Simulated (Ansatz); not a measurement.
This script drives the Ansatz DFT code, driven from Python.

Script `eps_cui.py`:
```python
# -*- coding: utf-8 -*-
"""Response of CuI to an electric field."""

import warnings

import ansatz as az
import numpy as np


def main():
    warnings.simplefilter("ignore", az.DeckWarning)

    crystal = (
        az.Lattice.of((4.128618, 0.0, 0.0), (-2.064309, 3.575488, 0.0), (0.0, 0.0, 7.478106))
        .atom("Cu", (2 / 3, 1 / 3, 0.589952))
        .atom("Cu", (1 / 3, 2 / 3, 0.410048))
        .atom("I", (1 / 3, 2 / 3, 0.754748))
        .atom("I", (2 / 3, 1 / 3, 0.245252))
    )

    # an insulator: whole occupations
    model = (
        crystal.calculation()
        .kpoints(mesh=(6, 6, 4))
        .functional("LDA")
        .occupations("fixed")
        .dielectric()
    )
    outcome = model.run()
    response = outcome.dielectric
    eps = np.asarray(response.eps_inf)

    values = np.linalg.eigvalsh(eps)
    print("principal values of eps_inf:", np.round(values, 3))
    print("refractive indices:", np.round(np.sqrt(values), 3))
    for index, (site, z) in enumerate(zip(outcome.lattice.sites, response.zstar_e)):
        print("Born charge tensor of", site.symbol, index)
        print(np.round(z, 3) + 0.0)
    print(f"charge neutrality missed by {response.zstar_sum_residual_pre_e:.4f} e before the sum rule")


if __name__ == "__main__":
    main()
```

It is started by `python eps_cui.py`. Estimate its wall time and peak memory on 1 thread of Arm Neoverse V1, with other jobs on the host.

It took about 8.3 min, with a peak of 1.9 GiB, for 1 run of the engine.

Output of `python eps_cui.py`:
```text
principal values of eps_inf: [4.916 6.001 6.001]
refractive indices: [2.217 2.45  2.45 ]
Born charge tensor of Cu 0
[[1.068 0.    0.   ]
 [0.    1.068 0.   ]
 [0.    0.    0.675]]
Born charge tensor of Cu 1
[[1.068 0.    0.   ]
 [0.    1.068 0.   ]
 [0.    0.    0.675]]
Born charge tensor of I 2
[[-1.068  0.     0.   ]
 [ 0.    -1.068  0.   ]
 [ 0.     0.    -0.675]]
Born charge tensor of I 3
[[-1.068  0.     0.   ]
 [ 0.    -1.068  0.   ]
 [ 0.     0.    -0.675]]
charge neutrality missed by 0.0001 e before the sum rule
```

Spin is left out of this run. Under fixed occupations the level called the Fermi level is the highest filled one on the SCF mesh; off the mesh a filled band can lie a little above it. Averages over directions belong to no single polarisation, least of all in layered crystals. Without a Hubbard U or exact exchange, semilocal functionals often make such 3d compounds metallic or too weakly gapped. This cell is a computed structure, which may not be the phase found in nature. This is the electronic (clamped-ion) response; a semilocal gap that is too small tends to raise it. The typed mesh is that of the SCF; the response is solved on denser meshes that the run picks.
